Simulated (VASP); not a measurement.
**CdSe: band structure with PBE-EpsX**

The system is CdSe.

```
Cd Se
1.0
     0.00000    3.04621    3.04621
     3.04621    0.00000    3.04621
     3.04621    3.04621    0.00000
Cd Se
1 1
Direct
  0.00000 0.00000 0.00000
  0.75000 0.75000 0.75000
```

Measurements of this composition are mostly on another form, of space group No. 186.

```yaml
Program: VASP 6.6.1
Task: band structure
Functional: PBE-EpsX
Potentials_or_basis: VASP PAW PBE potentials, release 64 (Cd, Se)
Cutoff: 520 eV
k_mesh: 6 × 6 × 6
Occupations: gaussian, width 0.03 eV
Spin: no spin polarisation
Grid_for_exact_exchange_PRECFOCK: Fast
Exchange_at_q_=_0: truncated
Share_of_exact_exchange: 0.0872
Further_INCAR_settings: ALGO = Normal; EDIFF = 1e-07; NBANDS = 16
```

The pressure is 2.3 GPa. The band gap on the k mesh is 1.11 eV, direct. The band gap along the path is 1.11 eV, direct.

Levels at points of the mesh, in eV from the valence-band top:
| k point | band 6 | band 7 | band 8 | band 9 | band 10 | band 11 | band 12 | band 13 |
| --- | --- | --- | --- | --- | --- | --- | --- | --- |
| (0.00, 0.00, 0.00) | -8.00 | 0.00 | 0.00 | 0.00 | 1.11 | 6.53 | 6.53 | 6.53 |
| (0.50, 0.00, 0.00) | -7.70 | -4.50 | -0.77 | -0.77 | 2.95 | 7.03 | 7.03 | 8.02 |
| (0.50, 0.50, 0.00) | -7.62 | -4.19 | -1.90 | -1.90 | 3.65 | 4.33 | 9.76 | 10.91 |

Run time: 7.4 min on 4 MPI ranks on Intel(R) Xeon(R) Platinum 8488C (Sapphire Rapids), on a shared host, peak memory 0.33 GiB a rank.

Caveat: the PAW data sets were made with another functional, which shifts forces and pressure a little.
